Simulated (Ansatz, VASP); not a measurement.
**SrCl2 in two plane-wave programs**

One calculation is typed for both programs; each brings its own data sets and cutoff. How far apart do they land? The cell is taken from a series of VASP runs on this material, whose earlier steps may have relaxed, scaled or displaced it; both programs get it as it stands.

Calculated with Ansatz 0.2.0; plane waves, with VASP 6.6.1 beside it; relaxation of cell and atoms at PBEsol and relaxation of cell and atoms at r2SCAN.

### 1. Set-up

It takes space group Fm-3m (No. 225, cubic). The conventional cell has a = 6.917 Å, b = 6.917 Å, c = 6.917 Å, α = 90.00°, β = 90.00°, γ = 90.00°. Nearest to Sr lie 8 Cl at 3.00 Å. Cl has 4 Sr at 3.00 Å nearest. Farther neighbours and most contacts between anions are not listed.

### 2. Ansatz: relaxation of cell and atoms, PBEsol

Ansatz runs on its default PAW (the set named soft_2) files.

The relaxed volume is the usual yardstick between codes: its relative difference is about their pressure difference at one cell divided by the bulk modulus.

File input.yaml:

```yaml
crystal:
  lattice:
    - [0.0, 3.4584614606, 3.4584614606]
    - [3.4584614606, 0.0, 3.4584614606]
    - [3.4584614606, 3.4584614606, 0.0]
  atoms:
    - { symbol: Sr, position: [0.0, 0.0, 0.0] }
    - { symbol: Cl, position: [0.75, 0.75, 0.75] }
    - { symbol: Cl, position: [0.25, 0.25, 0.25] }
hamiltonian:
  xc: pbesol
  pseudopotentials: { kind: paw }
kpoints:
  mp_grid: { grid: [8, 8, 8] }
scf:
  occupations: { method: gaussian, width: 0.03 }
relax:
  f_tol: 0.01
  max_steps: 60
  cell: { stress_tol: 0.05 }
output:
  forces: true
  stress: true
```

Launch:

```console
ansatz run input.yaml --threads 4 --pin off --max-ram 9216MiB --backend cpu --events-out ev --progress --plain --runs-dir out
```

Numbers of over 12 decimals in the logs are rounded to 6 here.

The log of the run:

```text
Engine: ansatz 0.2.0, aarch64-unknown-linux-gnu
Pseudopotentials: kind: paw
Pseudopotential: Sr, paw, valence charge 10, recommended cutoff 420 eV (normal), Sr.paw.azcp
Pseudopotential: Cl, paw, valence charge 7, recommended cutoff 420 eV (normal), Cl.paw.azcp
Functional definition: PBEsol
  exchange = pbesol_x
  correlation = pbesol_c
Crystal: 3 atoms, lattice volume = 82.733 Å³
Basis set: ecut = 420 eV, 1639 PW (Γ), exchange–correlation on 72×72×72 points (8 copies of the dense FFT grid, shifted against one another)
Bands: 16, of which v1, the nominal top of the filled ones, is band 12 counted from 1 (11 counted from 0)
Symmetry: 48 space group operations
Space group: Fm-3m (ITA 225), of the structure as read, at distance tolerance 4.4e-5 Å
k-points: 29 of 512
Non-local potential: Sr, projectors of the file, l = 0: 3, l = 1: 2, l = 2: 2
Non-local potential: Cl, projectors of the file, l = 0: 2, l = 1: 2, l = 2: 2
PAW form: soft (Blöchl's): semilocal exchange-correlation on the pseudo side does not see the compensation charge
PAW frozen core: Sr, regenerated for the run's functional, and the local potential with it (the file was generated under x = pbe(κ = 0.804, μ = 0.219515), c = pbe(β = 0.066725))
PAW frozen core: Cl, regenerated for the run's functional, and the local potential with it (the file was generated under x = pbe(κ = 0.804, μ = 0.219515), c = pbe(β = 0.066725))
PAW one-centre angular grid: Sr, 110 points (default); XC on 64 Gauss nodes
PAW one-centre angular grid: Cl, 110 points (default); XC on 64 Gauss nodes
Initial density: superposition of atomic densities (neutral atoms: chi_scale 0, normalization atom), corrected by the library's trained network
Initial wavefunctions: pseudopotential atomic-orbital guess
Functional: x = pbesol(κ = 0.804, μ = 0.123457), c = pbesol(β = 0.046)
SCF iter   1: F=—  HF=-5621.371285 eV  |F-HF|=—  |Δ(HF+E_count)|=         —  Δρ=3.95e-3  dr2=1.89e-2  ethr=1.77e-3  ⟨swp⟩=9.7  Hψ=3419  notcnv=0
preconditioner: auto → none  [insulator: Δε(μ)=5.176 eV  Ē_g=13.974 eV  σ=0.030 eV  W_gap=1.00  n_scr=14 (ndim 8)  ℏωp=19.1 eV  f_vac=0.090  D(μ)=0.00/eV (n_scr^D=0)  ε∞_Penn≈2.9]
SCF iter   2: F=—  HF=-5621.367222 eV  |F-HF|=—  |Δ(HF+E_count)|=   4.06e-3  Δρ=1.16e-3  dr2=6.10e-4  ethr=7.88e-5  ⟨swp⟩=2.9  Hψ=1096  notcnv=0
SCF iter   3: F=—  HF=-5621.367312 eV  |F-HF|=—  |Δ(HF+E_count)|=   8.99e-5  Δρ=5.12e-4  dr2=1.20e-4  ethr=2.54e-6  ⟨swp⟩=2.7  Hψ=856  notcnv=0
SCF iter   4: F=—  HF=-5621.367380 eV  |F-HF|=—  |Δ(HF+E_count)|=   6.82e-5  Δρ=1.66e-4  dr2=1.34e-5  ethr=4.98e-7  ⟨swp⟩=2.0  Hψ=662  notcnv=0
SCF iter   5: F=—  HF=-5621.367398 eV  |F-HF|=—  |Δ(HF+E_count)|=   1.72e-5  Δρ=2.74e-5  dr2=3.70e-7  ethr=5.60e-8  ⟨swp⟩=2.9  Hψ=833  notcnv=0
SCF iter   6: F=-5621.367398 eV  HF=-5621.367398 eV  |F-HF|=4.89e-10  |Δ(HF+E_count)|=   5.82e-7  Δρ=2.29e-6  dr2=7.67e-9  ethr=4.17e-10  ⟨swp⟩=5.1  Hψ=1922  notcnv=0
SCF 1 converged in 6 iterations: F = -5621.367398 eV  dr2 = 7.67e-9
  greatest PAW one-centre occupation: 0.986 electrons in one spin orbital (limit 2), on the Sr atom at site 0 (counted from 0), in its partial waves of l = 0
relax step   1: F+E_penalty+E_count = -5621.36739813 eV  Δ(F+E_penalty+E_count) = +0.000e0 eV  max|allowed force component| = 4.819e-19 eV/Å  Δτ_max = 0.0000 Å  P = -0.147 GPa  Ω = 82.733 Å³  (6 SCF iters, dr2 threshold 1.00e-7 eV, accepted)
[...]
relax step   2: F+E_penalty+E_count = -5621.36754876 eV  Δ(F+E_penalty+E_count) = -1.506e-4 eV  max|allowed force component| = 1.821e-17 eV/Å  Δτ_max = 0.0000 Å  P = +0.001 GPa  Ω = 82.411 Å³  energy of the carried Pulay correction = +3.316e-6 eV  (4 SCF iters, dr2 threshold 5.38e-8 eV, accepted)
[...]
relax step   3: F+E_penalty+E_count = -5621.36754525 eV  Δ(F+E_penalty+E_count) = +3.512e-6 eV  max|allowed force component| = 1.927e-17 eV/Å  Δτ_max = 0.0000 Å  P = +0.001 GPa  Ω = 82.411 Å³  stress off target by 5.19e-4 GPa  SCF on the basis re-selected at this cell (its energy is not comparable with the rows above)  (4 SCF iters)
basis re-selected at this cell: Δ(F+E_penalty+E_count) = +3.512e-6 eV, ΔP = -0.000 GPa vs the last step (what re-selecting the basis moved, of the pressure what is left beyond the Pulay correction that the steps carried, after the strain that the cell walked since its last selection, with what the two solves' SCF thresholds leave and, on support functions, any second-order correction that the steps lacked; it is no m [...]
SCF converged after 4 iterations
Free energy (F): -5621.367545 eV
Harris-Foulkes:  -5621.367545 eV  (|F-HF|=9.09e-13)
Internal energy: -5621.367545 eV  (E = F + TS)
E sigma→0 (E₀):  -5621.367545 eV
Fermi energy:    5.938862 eV
--- Per-component energies (eV) ---
  E_band       = -141.908105
  E_kinetic    = 567.953803
  E_local      = -1163.811427  (includes V_loc(G=0)·N_el)
  E_nonlocal   = 261.156073
  E_hartree    = 317.453049
  E_xc         = -384.701674
  E_vxc        = -405.711910  (∫ρ·V_xc dr)
  E_paw        = -3928.212793  (= ΣΔE_a)
  E_vpaw       = -36.400963  (= ΣTr[D̂ρ^β])
  E_aug_tail   = 0.000188  (compensation charges beyond the density's cutoff)
  E_ewald      = -1291.495974
  E_core_change = 0.291212  (= ΣΔE_core)
  E_smearing   = -0.000000  (= −TS)
  E_closure    = 0.000000  (closes the sum)
  Σ components = -5621.367545   (vs F -5621.367545, Δ=0.00e0)
--- Forces (eV/Å), atoms counted from 1 ---
  atom   1  Sr    -0.00000000     0.00000000    -0.00000000
  atom   2  Cl    -0.00000000    -0.00000000    -0.00000000
  atom   3  Cl     0.00000000     0.00000000     0.00000000
  max |Σ_I F_I| component: 2.02e-18 eV/Å
--- Stress (GPa, compression-positive) ---
        0.000519       0.000000      -0.000000
        0.000000       0.000519      -0.000000
       -0.000000       0.000000       0.000519
  P = ⅓ Tr σ = 0.0005 GPa (0.005 kbar)
--- Relaxed structure (2 steps of the walk, 2 accepted, 1 SCFs on fresh bases) ---
  F+E_penalty+E_count = -5621.36754525 eV   max|allowed force component| = 1.927e-17 eV/Å   (the final SCF, on the basis selected at the relaxed cell)
  cell:  # Å, volume = 82.4111 Å³
    - [0, 3.453971, 3.453971]
    - [3.453971, 0, 3.453971]
    - [3.453971, 3.453971, 0]
  atoms:
    - { symbol: Sr, position: [0, 0, 0] }
    - { symbol: Cl, position: [0.750000, 0.750000, 0.750000] }
    - { symbol: Cl, position: [0.250000, 0.250000, 0.250000] }
```

It took 3.5 s on 4 threads of Arm Neoverse N1, shared host; peak memory 0.35 GiB; 12 s of CPU time.

### 3. VASP: relaxation of cell and atoms, PBEsol

The same cell, functional, mesh and smearing now go to VASP, with its own data sets and cutoff.

Lines of VASP's logs that name or quote its potential files are left out, and so is its time.

File INCAR:

```
SYSTEM = SrCl2
PREC = Accurate
ENCUT = 520
EDIFF = 1E-07
NELM = 100
ISMEAR = 0
SIGMA = 0.03
LREAL = .FALSE.
ALGO = Normal
GGA = PS
NBANDS = 18
LORBIT = 11
LWAVE = .FALSE.
LCHARG = .FALSE.
KPAR = 4
IBRION = 2
NSW = 50
ISIF = 3
EDIFFG = -0.005
LASPH = .TRUE.
```

File POSCAR:

```
SrCl2
1.0
    0.0000000000      3.4584614606      3.4584614606
    3.4584614606      0.0000000000      3.4584614606
    3.4584614606      3.4584614606      0.0000000000
Sr Cl
1 2
Direct
    0.0000000000      0.0000000000      0.0000000000
    0.7500000000      0.7500000000      0.7500000000
    0.2500000000      0.2500000000      0.2500000000
```

File KPOINTS:

```
Automatic mesh
0
Gamma
8 8 8
0 0 0
```

PAW data sets: Sr_sv and Cl (PBE family, release 64).

Launch:

```console
mpirun -np 4 vasp_std
```

The log of the run:

```text
[banner, memory and clock lines left out]
running    4 mpi-ranks, on    1 nodes
 distrk:  each k-point on    1 cores,    4 groups
 distr:  one band on    1 cores,    1 groups

 POSCAR found type information on POSCAR SrCl
 POSCAR found :  2 types and       3 ions
|                                                                             |
|               ----> ADVICE to this user running VASP <----                  |
|                                                                             |
|     You enforced a specific xc type in the INCAR file but a different       |
|     [... a line on the potential file left out ...]
|     I HOPE YOU KNOW WHAT YOU ARE DOING!                                     |
|                                                                             |

 LDA part: xc-table for (Slater+PW92), standard interpolation
 POSCAR, INCAR and KPOINTS ok, starting setup
 FFT: planning ... GRIDC
 FFT: planning ... GRID_SOFT
 FFT: planning ... GRID
 WAVECAR not read
 entering main loop
       N       E                     dE             d eps       ncg     rms          rms(c)
DAV:   1     0.143703228793E+03    0.14370E+03   -0.11614E+04  1044   0.120E+03
DAV:   2    -0.439195214013E+01   -0.14810E+03   -0.14453E+03  1376   0.230E+02
DAV:   3    -0.132556772733E+02   -0.88637E+01   -0.88445E+01  1394   0.574E+01
DAV:   4    -0.135586913127E+02   -0.30301E+00   -0.30277E+00  1820   0.900E+00
DAV:   5    -0.135611796239E+02   -0.24883E-02   -0.24879E-02  1488   0.746E-01    0.147E+01
DAV:   6    -0.133349486610E+02    0.22623E+00   -0.48125E-01  1226   0.392E+00    0.923E+00
DAV:   7    -0.133383723106E+02   -0.34236E-02   -0.30604E-01  1450   0.347E+00    0.153E+00
DAV:   8    -0.133399060758E+02   -0.15338E-02   -0.49162E-02  1296   0.121E+00    0.323E-01
DAV:   9    -0.133413474645E+02   -0.14414E-02   -0.16477E-03  1412   0.254E-01    0.116E-01
DAV:  10    -0.133425512650E+02   -0.12038E-02   -0.88212E-04  1258   0.152E-01    0.340E-02
DAV:  11    -0.133427211972E+02   -0.16993E-03   -0.15751E-04  1412   0.588E-02    0.321E-02
DAV:  12    -0.133427470655E+02   -0.25868E-04   -0.41766E-05  1220   0.296E-02    0.110E-02
DAV:  13    -0.133427471524E+02   -0.86909E-07   -0.80197E-07  1550   0.525E-03
   1 F= -.13342747E+02 E0= -.13342747E+02  d E =-.133427E+02
 curvature:   0.00 expect dE= 0.000E+00 dE for cont linesearch  0.000E+00
 trial: gam= 0.00000 g(F)=  0.159E-47 g(S)=  0.257E-05 ort = 0.000E+00 (trialstep = 0.100E+01)
 search vector abs. value=  0.257E-05
 reached required accuracy - stopping structural energy minimisation
```

From OUTCAR (step 3):

```text
ion  position               nearest neighbor table
   1  0.000  0.000  0.000-   2 3.00   2 3.00   2 3.00   2 3.00   3 3.00   3 3.00   3 3.00   3 3.00

  LATTYP: Found a face centered cubic cell.
 ALAT       =     6.9169229212

 Subroutine GETGRP returns: Found 48 space group operations
 (whereof 48 operations were pure point group operations)

The static configuration has the point symmetry O_h .

 Found     29 irreducible k-points:

   k-points           NKPTS =     29   k-points in BZ     NKDIM =     29   number of bands    NBANDS=     18

   dimension x,y,z NGX =    36 NGY =   36 NGZ =   36
   dimension x,y,z NGXF=    72 NGYF=   72 NGZF=   72

   ENCUT  =  520.0 eV  38.22 Ry    6.18 a.u.   9.09  9.09  9.09*2*pi/ulx,y,z

   NELECT =      24.0000    total number of electrons

 k-points in reciprocal lattice and weights: Automatic mesh
   0.00000000  0.00000000  0.00000000       0.002
   0.12500000  0.00000000  0.00000000       0.016
   0.25000000  0.00000000  0.00000000       0.016
   0.37500000  0.00000000  0.00000000       0.016
   0.50000000  0.00000000  0.00000000       0.008
   0.12500000  0.12500000  0.00000000       0.012
   0.25000000  0.12500000  0.00000000       0.047
   0.37500000  0.12500000  0.00000000       0.047
   0.50000000  0.12500000  0.00000000       0.047
[...]
-0.37500000  0.50000000  0.12500000       0.023
  -0.25000000  0.50000000  0.25000000       0.012

 average (electrostatic) potential at core
       1 -38.2452       2 -93.1693       3 -93.1693

 E-fermi :   0.4558

 k-point     1 :       0.0000    0.0000    0.0000
  band No.  band energies     occupation
    ...
      8      -2.0072      2.00000
      9      -2.0072      2.00000
     10      -0.0986      2.00000
     11      -0.0986      2.00000
     12      -0.0986      2.00000
     13       5.4832      0.00000
     14       6.2145      0.00000
     15       6.2145      0.00000
     16       9.1735      0.00000
     17       9.1735      0.00000
    ...

 k-point     2 :       0.1250    0.0000    0.0000
  band No.  band energies     occupation
    ...
      8      -1.9456      2.00000
      9      -1.8885      2.00000
     10      -0.3001      2.00000
     11      -0.1926      2.00000
     12      -0.1926      2.00000
     13       5.8498      0.00000
     14       6.3512      0.00000
     15       6.3512      0.00000
     16       8.4443      0.00000
     17       9.0484      0.00000
    ...

 k-point     3 :       0.2500    0.0000    0.0000
  band No.  band energies     occupation
    ...
      8      -1.7778      2.00000
      9      -1.6084      2.00000
     10      -0.7266      2.00000
     11      -0.4262      2.00000
     12      -0.4262      2.00000
     13       6.6204      0.00000
     14       6.6369      0.00000
     15       6.6369      0.00000
     16       7.9838      0.00000
     17       8.8957      0.00000
    ...

  Total       -0.0072986     -0.0072986     -0.0072986     -0.0000000      0.0000000     -0.0000000
  in kB       -0.1413414     -0.1413414     -0.1413414     -0.0000000      0.0000000     -0.0000000
  external PRESSURE =      -0.1413414 kB  Pullay stress =       0.0000000 kB

  energy-cutoff  :      520.00
  volume of cell :       82.73
      direct lattice vectors                 reciprocal lattice vectors
     0.000000000  3.458461461  3.458461461    -0.144572957  0.144572957  0.144572957
     3.458461461  0.000000000  3.458461461     0.144572957 -0.144572957  0.144572957
     3.458461461  3.458461461  0.000000000     0.144572957  0.144572957 -0.144572957

 POSITION                                       TOTAL-FORCE (eV/Angst)
 -----------------------------------------------------------------------------------
      0.00000      0.00000      0.00000        -0.000000     -0.000000      0.000000
      5.18769      5.18769      5.18769        -0.000000     -0.000000     -0.000000
      1.72923      1.72923      1.72923         0.000000      0.000000      0.000000
 -----------------------------------------------------------------------------------
    total drift:                                0.000000      0.000000      0.000000

  FREE ENERGIE OF THE ION-ELECTRON SYSTEM (eV)
  ---------------------------------------------------
  free  energy   TOTEN  =       -13.3427471524 eV

  energy  without entropy=      -13.3427471524  energy(sigma->0) =      -13.34274715

 reached required accuracy - stopping structural energy minimisation

 total charge
# of ion       s       p       d       tot
------------------------------------------
    1        1.997   5.746   0.165   7.908
    2        1.582   3.556   0.000   5.139
    3        1.582   3.556   0.000   5.139
--------------------------------------------------
tot          5.161  12.859   0.165  18.185

[... 3 further parts left out ...]
```

### 4. Differences

Known differences besides the potentials themselves: both relaxations stop at a tolerance, which leaves soft axes loose, and VASP keeps its plane-wave basis; the cutoff is 420 eV in Ansatz and 520 eV in VASP; Ansatz makes its cores anew for this functional, VASP keeps those of its PBE data sets; Ansatz adds a Pulay correction to the stress that steers its cell, VASP none. Total energies have different zeros and are not compared.

Compared:

```tsv
quantity	Ansatz	VASP	difference
volume (Å³)	82.41	82.73	-0.39 %
edge a after relaxation, in the typed setting (Å)	4.885	4.891	-0.13 %
```

The walks stopped with 0.00 GPa left in Ansatz and -0.01 GPa in VASP; each walk ends within a tolerance, so the volume difference is uncertain by about these residues over the bulk modulus, most in soft cells.

(Part 1 of 2 ends here.)

[Lines on the potential files, build, host, timing and source positions are cut from VASP's logs without a mark.]

[Logs are printed without paths, hosts, clocks, repeated set-up lines and the standing remarks that a program may print on its own settings, such as how far it seeks lower states.]

[Hosts, paths, dates, database ids (printed as entryN), source tags and the programs' standing remarks are cut or masked in the printed files.]
